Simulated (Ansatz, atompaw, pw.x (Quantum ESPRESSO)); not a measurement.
## Gd: does the PAW (atompaw) potential hold in the solid?

```json
{
  "Element": "Gd",
  "Generator": "atompaw 4.2.0.5",
  "Type": "PAW",
  "Functional": "PBE",
  "Relativity": "scalar-relativistic",
  "Frozen core": "[Kr] 4d10",
  "Valence charge": "18",
  "Reference configuration": "4f7 5s2 5p6 5d1 6s1.75 6p0.25",
  "Partial waves": "5s (bound); 6s (bound); 5p (bound); 6p (bound); 5d (bound); 5d channel at 0.2 Ry; 4f (bound); 4f channel at -0.2 Ry",
  "Local potential": "bessel scheme, radius 2.50 bohr",
  "Core correction": "smooth core density matched at 2.30 bohr",
  "Augmentation charge": "sinc compensation charge, radius 2.65 bohr; PAW radius 3.00 bohr; waves and projectors: bloechl"
}
```

Atomic tests: cutoffs needed: 30 Ry and 35 Ry (the cutoffs (Ry, on a coarse ladder) from which the occupation-weighted sum of valence levels, in a spherical-Bessel basis at the reference potential, stays within 10 and 1 mRy of its value at 400 Ry); ghost test: no extra level below or beside the all-electron valence levels (s, p, d, f tested) (spherical-Bessel basis up to 400 Ry, 20 bohr box); lowest eigenvalue of the overlap operator: 0.02 (d channel).

Crystal test: fcc Gd in pw.x 7.5, no spin, 11³ k-points, Fermi–Dirac smearing 0.01 Ry, cutoffs 45/450 Ry. The reference is all-electron LAPW (Ansatz 0.2.0) with the same functional, mesh and smearing; V0 and B0 come from Birch–Murnaghan fits to the pressures at five volumes. Errors are pseudo minus all-electron; Δ is the rms difference of the E(V) curves that follow from these fits, minima aligned, over ±6 % about the mean V0. Mesh and smearing are coarse, so the numbers serve the comparison and aren't converged zero-temperature values; the lattice is a test structure that the element need not adopt. Spin polarisation and strong correlation are left out, which matters for this element.

```csv
V (Å³/atom),P all-electron (GPa),P pseudo (GPa)
30.466,0.84,-0.51
31.268,0.42,-0.96
32.070,0.03,-1.32
32.872,-0.33,-1.70
33.673,-0.66,-2.01
```

All-electron: a0 = 5.046 Å (V0 = 32.12 Å³/atom), B0 = 15.0 GPa.

Pseudopotential: mean pressure error (GPa): -1.36. The pressure does not cross zero within the volumes sampled, so no fit is given. This is a poor potential for the solid. The logarithmic derivative shows an extra or strongly shifted pseudo pole above the reference energy (d near 1.68 Ry).

Question: At the middle volume, how do free energy and pressure move when the wave cutoff is lowered (ecutrho held at 450 Ry)?

Answer:

| cutoff (Ry) | shift of F (meV/atom) | shift of P (GPa) |
| --- | --- | --- |
| 20 | +311.2 | -1.54 |
| 27 | +135.4 | +0.48 |
| 36 | +37.6 | -0.32 |

The run at the middle volume (56 k-points, 36 iterations) took about 80 s on one core of a shared host (Intel(R) Xeon(R) 6975P-C, 192 threads, 378 GiB, load 59).
